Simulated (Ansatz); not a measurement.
# Ca (P-1) in Ansatz: convergence with n extra bands

Aim: find how far n extra bands must go before the results for Ca settle, at PBE. This setting moves, with any that are tied to it; all else stays.

Everything below comes from runs of Ansatz 0.2.0. Logs are shortened: lines on timing, memory, paths and dates and some standing lists are left out, and cuts for length are marked.

## (1) The cell of the first run

The typed cell holds 1 atom: a = 3.928 Å, b = 3.875 Å, c = 4.059 Å, α = 60.27°, β = 59.78°, γ = 59.78°.

The cell isn't the ideal one: cell strained at random at fixed volume.

## (2) With n extra bands 1

Contents of input.yaml:

```yaml
crystal:
  lattice:
    - [0.022609, 2.80956, 2.744768]
    - [2.752495, 0.039623, 2.727754]
    - [2.84984, 2.889889, -0.057721]
  atoms:
    - { symbol: Ca, position: [-0.000727, 0.003239, -0.001058] }
hamiltonian:
  xc: pbe
  pseudopotentials: { kind: nc }
kpoints:
  mp_grid: { grid: [6, 6, 6] }
scf:
  occupations: { method: gaussian, width: 0.1 }
  n_extra_bands: 1
output:
  forces: true
  stress: true
  eigenvalues: true
```

Potentials or basis: PseudoDojo standard (PBE files).

Launch:

```bash
$ ansatz run input.yaml --threads 2 --pin off --max-ram 5632MiB --backend cpu --events-out ev --progress --plain --runs-dir out
```

Standard output:

```text
Warning: RAYON_NUM_THREADS=2 ignored (pool sized by the plan → 2); use --threads N
scf.n_extra_bands = 1 over 5 filled bands (N_el = 10.0): the run solves 6 bands
Engine: ansatz 0.2.0, aarch64-unknown-linux-gnu
Pseudopotentials: kind: nc
Pseudopotential: Ca, nc, valence charge 10, recommended cutoff 925.187132 eV (normal), Ca.nc.azcp (PseudoDojo's, or run here from an input of PseudoDojo's: the run reads no file of this project's for it)
Functional definition: PBE
  parameter kappa = 0.804
  parameter beta = 0.06672455060314922
  exchange = pbe_x(kappa = kappa, mu = beta*pi^2/3)
  correlation = pbe_c(beta = beta)
Crystal: 1 atoms, lattice volume = 43.632 Å³
Basis set: ecut = 925.187132 eV, 2789 PW (Γ), exchange–correlation on 80×80×90 points (8 copies of the dense FFT grid, shifted against one another)
Bands: 6, of which v1, the nominal top of the filled ones, is band 5 counted from 1 (4 counted from 0)
Symmetry: 2 space group operations
Space group: P-1 (ITA 2), of the structure as read, at distance tolerance 3.5e-5 Å
k-points: 112 of 216
Non-local potential: Ca, projectors of the file, l = 0: 2, l = 1: 2, l = 2: 2
Initial density: superposition of atomic densities (chi_scale 0.1, normalization cell)
Initial wavefunctions: pseudopotential atomic-orbital guess
Functional: x = pbe(κ = 0.804, μ = 0.2195149727645171), c = pbe(β = 0.06672455060314922)
SCF iter   1: F=—  HF=-1053.384958 eV  |F-HF|=—  |Δ(HF+E_count)|=         —  Δρ=7.55e-3  dr2=2.21e-2  ethr=3.10e-3  ⟨swp⟩=6.9  Hψ=7817  notcnv=0
preconditioner: auto → none  [metal: Δε(μ)=0.007 eV  Ē_g=2.010 eV  σ=0.100 eV  W_gap=0.04  n_scr=8 (ndim 8)  ℏωp=8.0 eV  f_vac=0.000  D(μ)=2.56/eV (n_scr^D=26)  sad-step TF]
SCF iter   2: F=—  HF=-1053.388292 eV  |F-HF|=—  |Δ(HF+E_count)|=   3.33e-3  Δρ=4.69e-3  dr2=9.39e-3  ethr=2.21e-4  ⟨swp⟩=1.2  Hψ=1585  notcnv=0
SCF iter   3: F=—  HF=-1053.391500 eV  |F-HF|=—  |Δ(HF+E_count)|=   3.21e-3  Δρ=8.18e-4  dr2=2.71e-4  ethr=9.39e-5  ⟨swp⟩=1.9  Hψ=778  notcnv=0
SCF iter   4: F=—  HF=-1053.391447 eV  |F-HF|=—  |Δ(HF+E_count)|=   5.32e-5  Δρ=2.09e-4  dr2=8.09e-6  ethr=2.71e-6  ⟨swp⟩=2.4  Hψ=1253  notcnv=0
SCF iter   5: F=—  HF=-1053.391462 eV  |F-HF|=—  |Δ(HF+E_count)|=   1.55e-5  Δρ=2.60e-5  dr2=1.75e-7  ethr=8.09e-8  ⟨swp⟩=2.0  Hψ=815  notcnv=0
SCF iter   6: F=-1053.391462 eV  HF=-1053.391462 eV  |F-HF|=1.63e-9  |Δ(HF+E_count)|=   2.99e-8  Δρ=5.26e-6  dr2=4.70e-9  ethr=1.00e-9  ⟨swp⟩=6.3  Hψ=4185  notcnv=0
SCF 1 converged in 6 iterations: F = -1053.391462 eV  dr2 = 4.70e-9
SCF converged after 6 iterations
Free energy (F): -1053.391462 eV
Harris-Foulkes:  -1053.391462 eV  (|F-HF|=1.63e-9)
Internal energy: -1053.378753 eV  (E = F + TS)
E sigma→0 (E₀):  -1053.385107 eV
Entropy (-TS):   -0.012710 eV (-12.710 meV/atom)
Fermi energy:    4.817923 eV
--- Per-component energies (eV) ---
  E_band       = -177.515384
  E_kinetic    = 358.376285
  E_local      = -987.125158  (includes V_loc(G=0)·N_el)
  E_nonlocal   = 90.017426
  E_hartree    = 274.110584
  E_xc         = -198.240481
  E_vxc        = -187.006202  (∫ρ·V_xc dr)
  E_ewald      = -590.517408
  E_smearing   = -0.012710  (= −TS)
  E_closure    = -0.000000  (closes the sum)
  Σ components = -1053.391462   (vs F -1053.391462, Δ=0.00e0)
--- Forces (eV/Å), atoms counted from 1 ---
  atom   1  Ca     0.00000000     0.00000000     0.00000000
  max |Σ_I F_I| component: 0.00e0 eV/Å
--- Stress (GPa, compression-positive) ---
       -0.545472      -0.252911       0.217301
       -0.252911      -0.507595       0.081851
        0.217301       0.081851      -0.707627
  P = ⅓ Tr σ = -0.5869 GPa (-5.869 kbar)
--- Band table (eV; the first three rows and the last of 112) ---
  k-point 0: bands = ["-37.3368", "-18.2549", "-18.2526", "-18.2454", "0.8205", "6.8828"]
  k-point 1: bands = ["-37.3345", "-18.2736", "-18.2585", "-18.2548", "1.2477", "6.4797"]
  k-point 2: bands = ["-37.3297", "-18.3276", "-18.2661", "-18.2605", "2.4149", "5.5170"]
  k-point 111: bands = ["-37.3250", "-18.3763", "-18.2759", "-18.2581", "3.8134", "4.5964"]
```

It took 2.7 s on 2 threads of Arm Neoverse V2, shared host; peak memory 0.37 GiB.

What came out:

```yaml
Free_energy: -1053.3915 eV
Pressure: -0.6 GPa
Band_gap_on_the_k_mesh: none (metal or under the smearing width)
```

## (3) With n extra bands 2

Changes to input.yaml since step 2:

```diff
@@ -14,3 +14,3 @@
   occupations: { method: gaussian, width: 0.1 }
-  n_extra_bands: 1
+  n_extra_bands: 2
 output:
```

Potentials or basis: PseudoDojo standard (PBE files).

Launch:

```bash
$ ansatz run input.yaml --threads 2 --pin off --max-ram 5632MiB --backend cpu --events-out ev --progress --plain --runs-dir out
```

Run time: 2.5 s. Hardware: 2 threads of Arm Neoverse V2, shared host; peak memory 0.38 GiB.

What came out:

| Property | Result |
| --- | --- |
| Free energy | -1053.3915 eV |
| Pressure | -0.6 GPa |
| Band gap on the k mesh | none (metal or under the smearing width) |

## (4) With n extra bands 4

Changes to input.yaml since step 3:

```diff
@@ -14,3 +14,3 @@
   occupations: { method: gaussian, width: 0.1 }
-  n_extra_bands: 2
+  n_extra_bands: 4
 output:
```

Launch:

```bash
$ ansatz run input.yaml --threads 2 --pin off --max-ram 5632MiB --backend cpu --events-out ev --progress --plain --runs-dir out
```

Run time: 2.4 s. Hardware: 2 threads of Arm Neoverse V2, shared host; peak memory 0.39 GiB.

What came out:

* Free energy: -1053.3915 eV
* Pressure: -0.6 GPa
* Band gap on the k mesh: none (metal or under the smearing width)

## (5) With n extra bands 8

Changes to input.yaml since step 4:

```diff
@@ -14,3 +14,3 @@
   occupations: { method: gaussian, width: 0.1 }
-  n_extra_bands: 4
+  n_extra_bands: 8
 output:
```

Launch:

```bash
$ ansatz run input.yaml --threads 2 --pin off --max-ram 5632MiB --backend cpu --events-out ev --progress --plain --runs-dir out
```

Wall time 3.2 s (2 threads of Arm Neoverse V2, shared host); peak memory 0.41 GiB.

It converged, with:

```yaml
Free_energy: -1053.3915 eV
Pressure: -0.6 GPa
Band_gap_on_the_k_mesh: none (metal or under the smearing width)
```

## (6) With n extra bands 16

Changes to input.yaml since step 5:

```diff
@@ -14,3 +14,3 @@
   occupations: { method: gaussian, width: 0.1 }
-  n_extra_bands: 8
+  n_extra_bands: 16
 output:
```

Potentials or basis: PseudoDojo standard (PBE files).

Launch:

```bash
$ ansatz run input.yaml --threads 2 --pin off --max-ram 5632MiB --backend cpu --events-out ev --progress --plain --runs-dir out
```

Run time: 4 s. Hardware: 2 threads of Arm Neoverse V2, shared host; peak memory 0.45 GiB.

The run converged. Its results:

* Free energy: -1053.3915 eV
* Pressure: -0.6 GPa
* Band gap on the k mesh: none (metal or under the smearing width)

## (7) With n extra bands 32

Changes to input.yaml since step 6:

```diff
@@ -14,3 +14,3 @@
   occupations: { method: gaussian, width: 0.1 }
-  n_extra_bands: 16
+  n_extra_bands: 32
 output:
```

Launch:

```bash
$ ansatz run input.yaml --threads 2 --pin off --max-ram 5632MiB --backend cpu --events-out ev --progress --plain --runs-dir out
```

Run time: 5.5 s. Hardware: 2 threads of Arm Neoverse V2, shared host; peak memory 0.54 GiB.

It converged, with:

- Free energy: -1053.3915 eV
- Pressure: -0.6 GPa
- Band gap on the k mesh: none (metal or under the smearing width)

## (8) The series at a glance

| n extra bands | energy less the tightest run, at zero smearing (meV/atom) | SCF cycles | CPU time (s) | peak memory (GiB) |
| --- | --- | --- | --- | --- |
| 1 | 0.00 | 6 | 5.3 | 0.37 |
| 2 | 0.00 | 6 | 4.9 | 0.38 |
| 4 | 0.00 | 6 | 4.7 | 0.39 |
| 8 | 0.00 | 6 | 6.4 | 0.41 |
| 16 | 0.00 | 6 | 7.8 | 0.45 |
| 32 | 0.00 | 5 | 11 | 0.54 |

Against the tightest run, the energy stays within 1 meV/atom from 1 on. The tightest run that finished is the yardstick and may itself not be fully converged.
